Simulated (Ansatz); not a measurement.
The decay constant κ of evanescent states in the gap governs leakage through a thin film.

Data:

```
CELL_PARAMETERS angstrom
      4.22026     0.00000     0.00000
     -2.11013     3.65485     0.00000
      2.11013     1.21828     3.44583
ATOMIC_POSITIONS crystal
  Li 0.00000 0.00000 0.00000
  I  0.00000 0.50000 0.50000
```

The cell is taken as given; by r2SCAN it stands under a pressure of 0.6 GPa.

Transport runs along the normal of the first two printed cell vectors, the (111) plane of the conventional cell.

No gap correction and no spin-orbit coupling; mid-gap is the computed energy nearest the middle.

**Question.** Predict the band gap and the smallest decay constant κ at mid-gap from r2SCAN run with Ansatz (an electronic-structure program).

**Answer.** Gap 5.01 eV on a 10×10×10 mesh; κ = 0.291 1/Å, at the zone centre.
